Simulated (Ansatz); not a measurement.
# Ca: the cost of one run

Computed with Ansatz 0.2.0 (DFT PBE, scalar-relativistic, plane waves, PAW).

## Step 1: Starting point

Symmetry: Pm-3m, No. 221, cubic system. The conventional cell has a = 3.489 Å, b = 3.489 Å, c = 3.489 Å, α = 90.00°, β = 90.00°, γ = 90.00°. Ca (site symmetry m-3m) is surrounded by 6 Ca at 3.49 Å.

Structure file:

```
CELL_PARAMETERS angstrom
3.48866 0.00000 0.00000
0.00000 3.48866 0.00000
0.00000 0.00000 3.48866
ATOMIC_POSITIONS crystal
Ca 0.00000 0.00000 0.00000
```

The structure comes from the Materials Project (structure only).

## Step 2: Another functional, on a distorted cell: PBE

What differs from the listed cell: strain xx, yy, zz, yz, xz, xy = +1.9, +1.9, +1.9, +0.0, +0.0, +0.0 %.

input.yaml

```yaml
crystal:
  lattice:
    - [3.5566153655, 0.0, 0.0]
    - [0.0, 3.5566153655, 0.0]
    - [0.0, 0.0, 3.5566153655]
  atoms:
    - { symbol: Ca, position: [0.0, 0.0, 0.0] }
basis:
  ecutwfc: 420
kpoints:
  mp_grid: { grid: [12, 12, 12] }
hamiltonian:
  xc: pbe
scf:
  occupations: { method: gaussian, width: 0.1 }
output:
  forces: true
  stress: true
  eigenvalues: true
```

Started as:

```
$ ansatz run input.yaml --threads 1 --pin off --max-ram 1331MiB --backend cpu --events-out ev --progress --plain --runs-dir out
```

What time and memory should one allow on 1 thread of an x86-64 CPU, shared host?

About 3.3 s, with a peak of 0.32 GiB.
